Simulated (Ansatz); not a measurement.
# Bismuth (bcc) across density functionals

All rows: Ansatz, plane waves with scalar-relativistic PAW, 420 eV (500 eV for the SCAN forms), relaxed under each functional, no dispersion correction, no zero-point motion. B₀ comes from uniform scaling at fixed shape; a dash is a value not given.

```
functional  V (Å³/atom)         cell  B₀ (GPa)     magnetic state  ΔE to A7 rhombohedral (meV/atom)
       PBE        31.66  a = 3.986 Å        52  spin not included                               132
    r²SCAN        31.22  a = 3.967 Å        56  spin not included                               233
    PBEsol        30.09  a = 3.919 Å        60  spin not included                                79
       LDA        29.40  a = 3.889 Å        63  spin not included                                93
    revPBE        32.31  a = 4.013 Å        49  spin not included                               151
      RPBE        32.57  a = 4.024 Å        47  spin not included                               160
      BLYP        34.36  a = 4.096 Å        41  spin not included                               309
```

LDA gives the smallest volume and BLYP the largest.
